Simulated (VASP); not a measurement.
**AlN: dielectric tensor with PBE**

Crystal: AlN.

```
Al N
1.0
     3.12776    0.00000    0.00000
    -1.56388    2.70872    0.00000
     0.00000    0.00000    5.01557
Al N
2 2
Direct
  0.33333 0.66667 0.99925
  0.66667 0.33333 0.49925
  0.33333 0.66667 0.38075
  0.66667 0.33333 0.88075
```

- Program: VASP 6.6.1
- Task: dielectric tensor
- Functional: PBE
- Potentials or basis: VASP PAW PBE potentials, release 64 (Al, N)
- Cutoff: 600 eV
- k mesh: 18 × 18 × 9
- Occupations: gaussian, width 0.03 eV
- Spin: no spin polarisation
- Monkhorst-Pack mesh: no
- Further INCAR settings: ALGO = Normal; EDIFF = 1e-08

- Band gap on the k mesh: 4.06 eV, direct
- Electronic dielectric tensor (diagonal): 4.47, 4.47, 4.69
- Born charges (mean of the diagonal): Al +2.57; N -2.57 e

Levels at points of the mesh, in eV from the valence-band top:
| k point | band 4 | band 5 | band 6 | band 7 | band 8 | band 9 | band 10 | band 11 | band 12 |
| --- | --- | --- | --- | --- | --- | --- | --- | --- | --- |
| (0.00, 0.00, 0.00) | -0.84 | -0.84 | -0.20 | -0.20 | 0.00 | 4.06 | 6.53 | 10.47 | 11.05 |
| (0.50, 0.00, 0.00) | -4.13 | -3.30 | -2.05 | -1.75 | -0.68 | 5.77 | 5.77 | 8.04 | 10.16 |

Electronic dielectric tensor:
```
4.47 0.00 0.00
0.00 4.47 0.00
0.00 0.00 4.69
```

Born effective charge tensors (e):
atom 1, Al
```
2.52 0.00 0.00
0.00 2.52 0.00
0.00 0.00 2.68
```
atom 2, Al
```
2.52 0.00 0.00
0.00 2.52 0.00
0.00 0.00 2.68
```
atom 3, N
```
-2.52  0.00  0.00
 0.00 -2.52  0.00
 0.00  0.00 -2.68
```
atom 4, N
```
-2.52  0.00  0.00
 0.00 -2.52  0.00
 0.00  0.00 -2.68
```

Run time: 8.7 min on 2 MPI ranks on AMD EPYC 9R45 96-Core Processor (Zen 5), with other jobs on the host, peak memory 1 GiB a rank.

The gap isn't set beside the measured one, since this odd mesh misses points on the zone boundary.

Caveat: an odd mesh through Γ misses points on the zone boundary, where band edges often lie.
